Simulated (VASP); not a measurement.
GaAs:

```
CELL_PARAMETERS angstrom
0.00000 2.82685 2.82685
2.82685 0.00000 2.82685
2.82685 2.82685 0.00000
ATOMIC_POSITIONS crystal
Ga 0.00000 0.00000 0.00000
As 0.25000 0.25000 0.25000
```

* Program: VASP 6.6.1
* Task: relaxation of cell and atoms
* Functional: PBE
* Potentials or basis: VASP PAW PBE potentials, release 64 (Ga_d, As)
* Cutoff: 600 eV
* k mesh: 10 × 10 × 10
* Occupations: gaussian, width 0.03 eV
* Spin: no spin polarisation

At the start: pressure 3.4 GPa; volume 22.59 Å³/atom.

Problem. Where does the relaxation end?

Solution. Over 3 steps the energy falls by 12.1 meV/atom and the volume is 23.77 Å³/atom (+5.2 %); space group F-43m (No. 216, to 0.05 Å).

The path:
```tsv
step	energy change (eV)	largest force (eV/Å)	pressure (GPa)	volume (Å³)
1	0.0000	0.0000	3.45	45.18
2	-0.0210	0.0000	-1.02	48.43
3	-0.0241	0.0000	-0.06	47.53
```

Final structure:
```yaml
crystal:
  lattice:
    - [0.00000, 2.87512, 2.87512]
    - [2.87512, 0.00000, 2.87512]
    - [2.87512, 2.87512, 0.00000]
  atoms:
    - { symbol: Ga, position: [0.00000, 0.00000, 0.00000] }
    - { symbol: As, position: [0.25000, 0.25000, 0.25000] }
```
